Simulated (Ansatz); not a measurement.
## Two Ansatz runs on HfN

The cell comes from COD entry 1539063, which wasn't checked; take it as a given geometry. The listed cell was then made from it by scaling, straining or moving an atom.

First run: DFT, PBE, all-electron PAW with datasets made for the crystal, scalar-relativistic (Ansatz 0.2.0).

Command: `ansatz run input.yaml --threads 1 --pin off --max-ram 3072MiB --backend cpu --events-out ev --progress --plain --runs-dir out` The run took 19 s on 1 thread of Intel(R) Xeon(R) 6975P-C (Granite Rapids), on a shared host, peak memory 0.77 GiB.

```yaml
crystal:
  lattice:
    - [-0.02259, 2.247705, 2.247705]
    - [2.247705, -0.02259, 2.247705]
    - [2.247705, 2.247705, -0.02259]
  atoms:
    - { symbol: Hf, position: [0.0, 0.0, 0.0] }
    - { symbol: "N", position: [0.5, 0.5, 0.5] }
kpoints:
  mp_grid: { grid: [10, 10, 10] }
scf:
  occupations: { method: fermi_dirac, width: 0.03 }
hamiltonian:
  xc: pbe
  pseudopotentials: { kind: all_electron, datasets: crystal }
output:
  forces: true
  stress: true
  eigenvalues: true
  efg: { contact_densities: true }
```

Result: converged; pressure 5.52 GPa; 10 SCF iterations.

Spin polarisation is left out, and whether a magnetic state lies lower isn't shown here.

No spin–orbit coupling, which matters for the heavy atoms here.

The input is then changed:

```diff
@@ -8,5 +8,5 @@
     - { symbol: "N", position: [0.5, 0.5, 0.5] }
 kpoints:
-  mp_grid: { grid: [10, 10, 10] }
+  mp_grid: { grid: [12, 12, 12] }
 scf:
   occupations: { method: fermi_dirac, width: 0.03 }
```

Question: Predict the outcome of the changed run.

Answer: It converged; energy at zero smearing -7.3 meV/atom from the first run; pressure 5.41 GPa; 10 SCF iterations.
